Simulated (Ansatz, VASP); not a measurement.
# Two plane-wave programs on Gd

```
Gd
1.0
     0.00000    2.58582    2.58582
     2.58582    0.00000    2.58582
     2.58582    2.58582    0.00000
Gd
1
Direct
  0.00000 0.00000 0.00000
```

This isn't the form of Gd at room conditions, which is hcp.

Alike in both runs: task single point; functional LDA; k mesh 5 × 5 × 5; occupations fermi-dirac, width 0.3 eV; collinear spin.

```csv
,VASP,Ansatz
version,VASP 6.6.1,Ansatz 0.2.0
potentials or method,"VASP PAW PBE potentials, release 64 (Gd)","plane waves, PAW"
plane-wave cutoff (eV),520,470
valence electrons in the cell,18,18
```

Ansatz gave:

* net moment per atom (μB): 7.28
* size of the moment on the site where the two differ most (μB): 7.08

Estimate VASP's values.

net moment per atom (μB): 7.19; size of the moment on the site where the two differ most (μB): 6.73.

Site moments also hang on the region over which each program counts them. Ansatz warned: «stability_check_not_made».

Caveats: the k mesh is coarse (spacing up to 0.42 Å⁻¹), so the values aren't converged. The state reached can hang on the start; a lower one may exist.
